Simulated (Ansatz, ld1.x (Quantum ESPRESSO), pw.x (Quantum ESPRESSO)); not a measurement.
## Equation-of-state test of one TM potential (zirconium (Zr))

ld1.x (Quantum ESPRESSO) 7.5 input, shortened:

```
&input
   title='Zr', zed=40., rel=1, dft='PW', iswitch=3,
   config='[Kr] 4d2 4f-2 5s2 5p0'
 /
 &inputp
   pseudotype=2, tm=.true., lloc=0,
   nlcc=.false.
 /
4
5P  2  1   0.00   0.00  3.05  3.05  0.0
4D  3  2   2.00   0.00  1.95  1.95  0.0
4F  4  3  -2.00   0.40  2.75  2.75  0.0
5S  1  0   2.00   0.00  2.80  2.80  0.0
 &test
   configts(1)='4d2 5s2 5p0'
 /
```

Atomic tests: cutoffs needed: 30 Ry and 40 Ry (the cutoffs (Ry, on a coarse ladder) from which the occupation-weighted sum of valence levels, in a spherical-Bessel basis at the reference potential, stays within 10 and 1 mRy of its value at 400 Ry); ghost test: no extra level below or beside the all-electron valence levels (p, d, f, s tested) (spherical-Bessel basis up to 400 Ry, 20 bohr box); largest excitation error: +271 meV (all-electron minus pseudo) for 4d1 5s0 5p0, out of 7 test configurations.

Crystal test: fcc Zr in pw.x 7.5, no spin, 13³ k-points, Fermi–Dirac smearing 0.01 Ry, cutoffs 50/200 Ry. The reference is all-electron LAPW (Ansatz 0.2.0) with the same functional, mesh and smearing; V0 and B0 come from Birch–Murnaghan fits to the pressures at five volumes. Errors are pseudo minus all-electron; Δ is the rms difference of the E(V) curves that follow from these fits, minima aligned, over ±6 % about the mean V0. Mesh and smearing are coarse, so the numbers serve the comparison and aren't converged zero-temperature values; the lattice is a test structure that the element need not adopt.

```json
{"V (Å³/atom)": "20.529", "P all-electron (GPa)": "5.71", "P pseudo (GPa)": "2.85"}
{"V (Å³/atom)": "21.069", "P all-electron (GPa)": "2.78", "P pseudo (GPa)": "0.29"}
{"V (Å³/atom)": "21.609", "P all-electron (GPa)": "0.14", "P pseudo (GPa)": "-2.04"}
{"V (Å³/atom)": "22.149", "P all-electron (GPa)": "-2.23", "P pseudo (GPa)": "-4.15"}
{"V (Å³/atom)": "22.689", "P all-electron (GPa)": "-4.36", "P pseudo (GPa)": "-6.07"}
```

All-electron: a0 = 4.424 Å (V0 = 21.64 Å³/atom), B0 = 99.5 GPa.

Pseudopotential: mean pressure error (GPa): -2.23; a0 (Å): 4.389; a0 error (%): -0.79; B0 error (%): -5.1; Δ (meV/atom): 10.9. This is a poor potential for the solid.

At the middle volume, how do free energy and pressure move when the wave cutoff is lowered (ecutrho kept at four times it)?

```
cutoff (Ry)  shift of F (meV/atom)  shift of P (GPa)
         22                 +575.4            -13.82
         30                  +70.2             -2.80
         40                   +2.0             -0.17
```

Input at the middle volume:

```
&control
  calculation='scf', prefix='x', pseudo_dir='./', outdir='./tmp', tstress=.true., disk_io='none'
/
&system
  ibrav=0, nat=1, ntyp=1, ecutwfc=50, ecutrho=200, nbnd=9,
  occupations='smearing', smearing='fd', degauss=0.01
/
&electrons
  conv_thr=1e-09, mixing_beta=0.4, electron_maxstep=70
/
ATOMIC_SPECIES
Zr 1.0 Zr.UPF
CELL_PARAMETERS angstrom
  0.00000000 2.21072586 2.21072586
  2.21072586 0.00000000 2.21072586
  2.21072586 2.21072586 0.00000000
ATOMIC_POSITIONS crystal
Zr 0.0000 0.0000 0.0000
K_POINTS automatic
13 13 13 0 0 0
```

```bash
pw.x < Zr.scf.in > Zr.scf.out
```

Lines of the output:

```
Message from routine setup:
     using ibrav=0 with symmetry is DISCOURAGED, use correct ibrav instead
     lattice parameter (alat)  =       5.9081  a.u.
     unit-cell volume          =     145.8248 (a.u.)^3
     number of electrons       =         4.00
     number of Kohn-Sham states=            9
     kinetic-energy cutoff     =      50.0000  Ry
     charge density cutoff     =     200.0000  Ry
     scf convergence threshold =      1.0E-09
     Exchange-correlation= PW
     number of k points=    84  Fermi-Dirac smearing, width (Ry)=  0.0100
     iteration #  1     ecut=    50.00 Ry     beta= 0.40
     total energy              =      -6.18367234 Ry
     estimated scf accuracy    <       0.00454686 Ry
     iteration #  2     ecut=    50.00 Ry     beta= 0.40
     total energy              =      -6.18373115 Ry
     estimated scf accuracy    <       0.00125573 Ry
     iteration #  3     ecut=    50.00 Ry     beta= 0.40
     total energy              =      -6.18384702 Ry
     estimated scf accuracy    <       0.00002606 Ry
     iteration #  4     ecut=    50.00 Ry     beta= 0.40
     total energy              =      -6.18385118 Ry
     estimated scf accuracy    <       0.00000031 Ry
     iteration #  5     ecut=    50.00 Ry     beta= 0.40
     total energy              =      -6.18385138 Ry
     estimated scf accuracy    <       0.00000011 Ry
     iteration #  6     ecut=    50.00 Ry     beta= 0.40
     total energy              =      -6.18385139 Ry
     estimated scf accuracy    <          1.5E-09 Ry
     iteration #  7     ecut=    50.00 Ry     beta= 0.40
     the Fermi energy is     8.4465 ev
!    total energy              =      -6.18385139 Ry
     estimated scf accuracy    <          3.0E-10 Ry
     smearing contrib. (-TS)   =      -0.00632351 Ry
     The total energy is F=E-TS. E is the sum of the following terms:
     one-electron contribution =       4.73094313 Ry
     hartree contribution      =       0.03014467 Ry
     xc contribution           =      -2.15885843 Ry
     ewald contribution        =      -8.77975724 Ry
     convergence has been achieved in   7 iterations
          total   stress  (Ry/bohr**3)                   (kbar)     P=      -20.41
     Message from routine punch:
     Nothing written, as per user request (disk_io='none')
```

The run at the middle volume (84 k-points, 7 iterations) took about 9.5 s on one core of a shared host (Neoverse-V1, 32 threads, 247 GiB, load 10).
